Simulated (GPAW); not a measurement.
Runs of GPAW 26.7.0 on ZrC. Symmetry: P6_3/mmc, No. 194, hexagonal system. Conventional cell: a = 3.391 Å, b = 3.391 Å, c = 5.290 Å, α = 90.00°, β = 90.00°, γ = 120.00°. Around Zr (site symmetry -6m2) lie 6 C at 2.36 Å. Around C (site symmetry -3m) lie 6 Zr at 2.36 Å and 2 C at 2.65 Å. The cell comes from a database or a generator and needn't be the stable form of this composition.

```csv
task,level,potentials or basis,U,cell,k mesh,cutoff (eV),maxiter,optimizer,fmax,max steps,convergence,gap on the mesh (eV),pressure (GPa),relaxed volume (Å³/atom)
relaxation of cell and atoms,PBEsol+D3,"PAW data sets generated in the run's folder for this functional, pw",-,relaxed,6 × 6 × 4,800,150,BFGS,0.02 eV/Å,60,density=1e-05 forces=0.0001,none,-0.1,(c)
band structure,PBEsol+U,"PAW data sets generated in the run's folder for this functional, pw",Zr d U = 1 eV,as given,7 × 7 × 4,800,150,-,-,-,-,-,(d),-
band structure,PBEsol+U,"PAW data sets generated in the run's folder for this functional, pw",Zr d U = 6 eV,as given,7 × 7 × 4,800,150,-,-,-,-,-,7.6,-
relaxation of cell and atoms,PBEsol+D3(BJ)+ATM,"PAW data sets generated in the run's folder for this functional, pw",-,relaxed,6 × 6 × 4,800,150,BFGS,0.02 eV/Å,60,density=1e-05 forces=0.0001,none,-0.2,(a)
relaxation of cell and atoms,PBEsol+D4,"PAW data sets generated in the run's folder for this functional, pw",-,relaxed,6 × 6 × 4,800,150,BFGS,0.02 eV/Å,60,density=1e-05 forces=0.0001,none,-0.1,12.56
band structure,PBEsol+U,"PAW data sets generated in the run's folder for this functional, pw",Zr d U = 3 eV,as given,7 × 7 × 4,800,150,-,-,-,-,-,-1.1,-
band structure,PBEsol,"PAW data sets generated in the run's folder for this functional, pw",-,as given,7 × 7 × 4,800,150,-,-,-,-,-,-8.8,-
single point,LDA,"the program's PAW data sets (release 1.2.1) made for this functional, pw",-,as given,7 × 7 × 4,600,120,-,-,-,default,none,-13.1,-
relaxation of cell and atoms,PBEsol+D3(BJ),"PAW data sets generated in the run's folder for this functional, pw",-,relaxed,6 × 6 × 4,800,150,BFGS,0.02 eV/Å,60,density=1e-05 forces=0.0001,none,-0.1,12.39
band structure,PBEsol+U,"PAW data sets generated in the run's folder for this functional, pw",Zr d U = 2 eV,as given,7 × 7 × 4,800,150,-,-,-,-,-,-3.8,-
relaxation of cell and atoms,PBEsol,"PAW data sets generated in the run's folder for this functional, pw",-,relaxed,6 × 6 × 4,800,150,BFGS,0.02 eV/Å,60,density=1e-05 forces=0.0001,none,-0.1,(b)
band structure,PBEsol+U,"PAW data sets generated in the run's folder for this functional, pw",Zr d U = 8 eV,as given,7 × 7 × 4,800,150,-,-,-,-,-,14.1,-
```

Alike in all rows: no spin polarisation; smearing fermi-dirac 0.05 eV.

Problem. Estimate the missing entries.

Solution. (a) 12.44; (b) 12.66; (c) 12.47; (d) -6.3.

Caveats: later steps reuse the first step's grids (some runs); U without spin polarisation on a metal has little footing (some runs); the U is typed as a test and isn't derived for this compound (some runs); pairwise dispersion overbinds metals, which lowers pressure and volume (some runs); the cutoff is short for stress and forces, so pressures can be off by a GPa or more (some runs).

A k mesh can miss the band edges, and the runs leave out spin-orbit coupling on Zr.

A gap of «none» marks a metal or a gap under the smearing width.
